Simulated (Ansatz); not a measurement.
Structures of ScAl₃: which is lowest?

Plane-wave DFT in Ansatz with scalar-relativistic PAW potentials, cutoff 500 eV, Γ-centred meshes chosen by cell and gap, Gaussian smearing with energies taken to zero width. Every cell was relaxed (cell and atoms) in a run of its own, within the symmetry of its start. Functional: r2SCAN.

Relaxed structures (starts from databases or built by putting these elements on another compound's sites):
A. I4/mmm, 4 atoms in the computed cell, a = 4.006 Å, c = 8.754 Å; sites (symmetry × multiplicity) Sc 4/mmm × 2, Al -4m2 × 4 + 4/mmm × 2; start: database
B. Pm-3m, 4 atoms in the computed cell, a = 4.086 Å; sites (symmetry × multiplicity) Sc m-3m × 1, Al 4/mm.m × 3; start: database

**Question.** Rank them by energy. Could pressure change the order?

**Answer.**
| structure | group | E − E(lowest) (meV/atom) | V (Å³/atom) | gap on mesh (eV) |
| --- | --- | --- | --- | --- |
| B | Pm-3m | 0.0 | 17.05 | 0.00 |
| A | I4/mmm | 105 | 17.56 | 0.00 |

B is lowest, 105 meV/atom under A. The lowest is also the densest of these, so pressure wouldn't bring one of the others in at first order. Other structures may lie lower than all of these, and vibrations aren't counted.